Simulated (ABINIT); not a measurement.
The system is Si2Mo.

```
CELL_PARAMETERS angstrom
-1.60000 1.60000 3.93050
1.60000 -1.60000 3.93050
1.60000 1.60000 -3.93050
ATOMIC_POSITIONS crystal
Mo 0.00000 0.00000 0.00000
Si 0.66700 0.66700 0.00000
Si 0.33300 0.33300 0.00000
```

| Property | Result |
| --- | --- |
| Program | ABINIT 10.8.3 (patched build) |
| Task | relaxation of cell and atoms |
| Functional | LDA |
| Potentials or basis | PseudoDojo NC SR LDA v0.4 stringent |
| Cutoff | 1088 eV |
| k mesh | 9 × 9 × 9 |
| Occupations | fermi-dirac, width 0.05 eV |
| Spin | no spin polarisation |

At the start: pressure -6.3 GPa; volume 13.42 Å³/atom.

Problem. Where does the relaxation end?

Solution. Over 8 steps the energy falls by 10.1 meV/atom and the volume is 13.05 Å³/atom (-2.7 %); space group I4/mmm (No. 139, to 0.05 Å).

Step by step:
| step | energy change (eV) | largest force (eV/Å) | pressure (GPa) | volume (Å³) |
| --- | --- | --- | --- | --- |
| 1 | 0.0000 | 0.3988 | -6.25 | 40.25 |
| 2 | -0.0237 | 0.2969 | -2.13 | 39.48 |
| 3 | -0.0284 | 0.1834 | 0.44 | 39.05 |
| 4 | -0.0292 | 0.1348 | 0.49 | 39.05 |
| 5 | -0.0304 | 0.0014 | 0.10 | 39.14 |
| 6 | -0.0304 | 0.0003 | 0.01 | 39.15 |
| 7 | -0.0304 | 0.0001 | 0.00 | 39.16 |
| 8 | -0.0304 | 0.0001 | 0.00 | 39.16 |

Final structure:
```
Mo Si
1.0
    -1.58716    1.58716    3.88596
     1.58716   -1.58716    3.88596
     1.58716    1.58716   -3.88596
Mo Si
1 2
Direct
  0.00000 0.00000 0.00000
  0.66460 0.66460 0.00000
  0.33540 0.33540 0.00000
```
